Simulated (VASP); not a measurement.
Set up this calculation in VASP 6.6.1, as the native input.

- Task: relaxation of cell and atoms
- Functional: PBEsol
- Potentials or basis: VASP PAW PBE potentials, release 64 (Be)
- Cutoff: 600 eV
- k mesh: 15 × 15 × 15
- Occupations: fermi-dirac, width 0.1 eV
- Spin: no spin polarisation
- Dipole correction: no
- Further INCAR settings: ALGO = Fast; EDIFF = 1e-07; IBRION = 2; EDIFFG = -0.01; NSW = 80; ISIF = 3

The structure of Be lies in POSCAR:

```
Be
1.0
    2.0615590750      0.0000000000      0.0000000000
    0.0000000000      2.0615590750      0.0000000000
    0.0000000000      0.0000000000      2.0615590750
Be
1
Direct
    0.0000000000      0.0000000000      0.0000000000
```

The cell was built by a generator and needn't be a form met in nature.

These files were run (other wordings do the same):

INCAR

```
ALGO = Fast
EDIFF = 1E-7
EDIFFG = -0.01
ENCUT = 600
GGA = PS
IBRION = 2
ISIF = 3
ISMEAR = -1
LASPH = True
LCHARG = False
LREAL = False
LWAVE = False
NELM = 60
NSW = 80
PREC = Accurate
SIGMA = 0.1
```

KPOINTS

```
k-points
0
Gamma
  15 15 15
```

Potentials or basis: VASP PAW PBE potentials, release 64 (Be).

Run with:

```bash
$ cat potpaw_PBE.64/Be/POTCAR > POTCAR
$ mpirun -np 1 vasp_std > vasp.out
```

It gave:

```yaml
Relaxed_volume: 10.19 Å³/atom
Relaxed_cell: a = 2.168 Å, b = 2.168 Å, c = 2.168 Å, α = 90.00°, β = 90.00°, γ = 90.00°
Space_group_after_relaxing_to_0.05_Å: Pm-3m (No. 221)
Energy_gained_by_relaxing: 58.5 meV/atom
Ionic_steps: 4
Pressure_after_relaxing: 0.0 GPa
Band_gap_on_the_k_mesh: none (metal or under the smearing width)
```

Caveat: the volume moved by over 15 % at a fixed basis, so the end points are rough; the PAW data sets were made with another functional, which shifts forces and pressure a little.

It took 4.5 s on 1 thread of Intel(R) Xeon(R) Platinum 8488C (Sapphire Rapids), with other jobs on the host, peak memory 0.12 GiB.
